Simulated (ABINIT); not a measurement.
KTaO3:

```
Ta K O
1.0
     3.98830    0.00000    0.00000
     0.00000    3.98830    0.00000
     0.00000    0.00000    3.98830
Ta K O
1 1 3
Cartesian
  0.0000 0.0000 0.0000
  1.9942 1.9942 1.9942
  0.0000 0.0000 1.9942
  0.0000 1.9942 0.0000
  1.9942 0.0000 0.0000
```

Base run:

- Program: ABINIT 10.8.3 (patched build)
- Functional: r2SCAN
- Potentials or basis: SG15 NC PBE v1.2
- Cutoff: 1361 eV
- k mesh: 7 × 7 × 7
- Occupations: fermi-dirac, width 0.05 eV
- Spin: no spin polarisation

Its results: band gap on the k mesh 2.35 eV, indirect (least direct gap 2.89 eV); pressure -3.5 GPa.

Problem. After a change of settings the same cell gave: band gap on the k mesh 2.70 eV, indirect (least direct gap 3.27 eV); pressure 0.7 GPa. Which change was it?
A. potentials or basis from SG15 NC PBE v1.2 to JTH PAW PBE v2.0; cutoff from 1361 eV to 762 eV; valence electrons from 54 to 40
B. potentials or basis from SG15 NC PBE v1.2 to PseudoDojo NC SR PBE v0.4.1 standard; valence electrons from 54 to 40
C. potentials or basis from SG15 NC PBE v1.2 to Ansatz NC r2SCAN; cutoff from 1361 eV to 1524 eV; valence electrons from 54 to 40

Solution. C.

Caveats: spin-orbit coupling is left out, which moves the levels of the heavy elements; an odd mesh through Γ misses points on the zone boundary, where band edges often lie; the potentials were made for another functional, which shifts forces and pressure (some runs).
